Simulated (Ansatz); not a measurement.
N2 on a (001) slab of Hf (P6_3/mmc (No. 194)), 4 planes, outer planes Hf (top) and Hf (bottom), 1 a cell of 34.8 Å², relaxed and still whole (its atoms last):

```xyz
18
Lattice="6.3397 0.0000 0.0000 -3.1698 5.4903 0.0000 0.0000 0.0000 26.6295" Properties=species:S:1:pos:R:3 pbc="T T T"
Hf    1.5849    0.9151    8.0000
Hf    0.0000    3.6602    8.0000
Hf    4.7548    0.9151    8.0000
Hf    3.1698    3.6602    8.0000
Hf    0.0000    1.8301   10.5098
Hf   -1.5849    4.5753   10.5098
Hf    3.1698    1.8301   10.5098
Hf    1.5849    4.5753   10.5098
Hf    1.5842    0.9147   13.1018
Hf    0.0000    3.6602   13.1473
Hf    4.7555    0.9147   13.1018
Hf    3.1698    3.6610   13.1018
Hf    0.0000    1.8066   15.5326
Hf   -1.6053    4.5870   15.5326
Hf    3.1698    1.8301   15.4399
Hf    1.6053    4.5870   15.5326
N     0.0000    3.6602   17.1616
N     0.0000    3.6602   18.3205
```

Computed with Ansatz, DFT PBE+D3(BJ), scalar-relativistic, plane waves, PAW. Cutoff 420 eV; k points 4×4×1 on the computed 18-atom cell (Γ-centred); Gaussian smearing, width 0.10 eV; no spin polarisation. A dipole correction removes the field between periodic images along c.

It binds with 0.52 eV a molecule against the clean slab and the free molecule (no zero-point or thermal terms); its shortest contact is N–Hf 2.47 Å. Take first-order desorption with no barrier to adsorption, no reaction on the face and an assumed prefactor of 10^13 s⁻¹.

**Question.** How long does a molecule stay at 473 K?

**Answer.** τ = ν⁻¹·exp(E/k_BT) with k_BT = 0.0408 eV: E/k_BT = 12.8, so τ ≈ 3×10^-8 s. At about one hit a site a second (10⁻⁶ mbar) the coverage is near τ × 1 s⁻¹, so a layer needs roughly 3×10^1 mbar.

**Question.** Where does its peak lie in a desorption experiment heated at 1 K/s?

**Answer.** The peak obeys E/(k_B·T_p²) = (ν/β)·exp(−E/k_BT_p). Solving gives T_p ≈ 190 K (E/k_BT_p = 31.7). An error of 0.1 eV in E moves it by about 37 K, and larger molecules have larger prefactors, which lowers it.